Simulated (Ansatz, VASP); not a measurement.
Two plane-wave programs on Re

```
CELL_PARAMETERS angstrom
2.71846 0.00000 0.00000
-1.35923 2.35425 0.00000
0.00000 0.00000 4.39774
ATOMIC_POSITIONS crystal
Re 0.33333 0.66667 0.25000
Re 0.66667 0.33333 0.75000
```

Change from the starting cell: volume scaled by 0.95, PAW files.

Alike in both runs: task electric field gradients; functional r2SCAN; k mesh 14 × 14 × 8; occupations fermi-dirac, width 0.08 eV; no spin polarisation.

```csv
,VASP,Ansatz
version,VASP 6.6.1,Ansatz 0.2.0
potentials or method,"VASP PAW PBE potentials, release 64 (Re)","PAW with Ansatz's default frozen-core files, scalar-relativistic"
plane-wave cutoff (eV),520,500
valence electrons in the cell,14,30
```

|  | VASP | Ansatz | Ansatz less VASP |
| --- | --- | --- | --- |
| pressure (GPa) | 19.2 | 18.8 | -0.42 |
| largest component of the traceless stress (GPa) | 0.25 | 0.30 | +0.050 |
| Vzz of the field gradient on the site that differs most (V/Å²) | -75.2 | -69.6 | +5.60 |

The two sets of potentials don't hold the same shells in valence. Ansatz warned: «gradients_without_spin_orbit».

Caveats: so large a pressure means that the cell lies far from this level's equilibrium, or that cutoff or potentials fall short (VASP); the potentials were made for another functional, which shifts forces and pressure (VASP). The runs have no spin-orbit coupling, so splittings on Re are missing.
